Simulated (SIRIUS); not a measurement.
The system is MgSe.

```xyz
2
Lattice="0.0000 2.7255 2.7255 2.7255 0.0000 2.7255 2.7255 2.7255 0.0000" Properties=species:S:1:pos:R:3 pbc="T T T"
Se    2.7255    2.7255    2.7255
Mg    0.0000    0.0000    0.0000
```

Base run:

| Property | Result |
| --- | --- |
| Program | SIRIUS 7.12.0 |
| Functional | PBEsol |
| Potentials or basis | all-electron FP-LAPW |
| Cutoff | 167 eV |
| Basis | apw+lo standard |
| k mesh | 8 × 8 × 8 |
| Occupations | fermi-dirac, width 0.05 eV |
| Spin | no spin polarisation |

Its results: band gap on the k mesh 1.78 eV, indirect (least direct gap 2.50 eV).

The run is repeated on the same cell with these changes: functional from PBEsol to LDA. What comes out?

Band gap on the k mesh 1.66 eV, indirect (least direct gap 2.38 eV).

Not every run made on this cell is shown here.
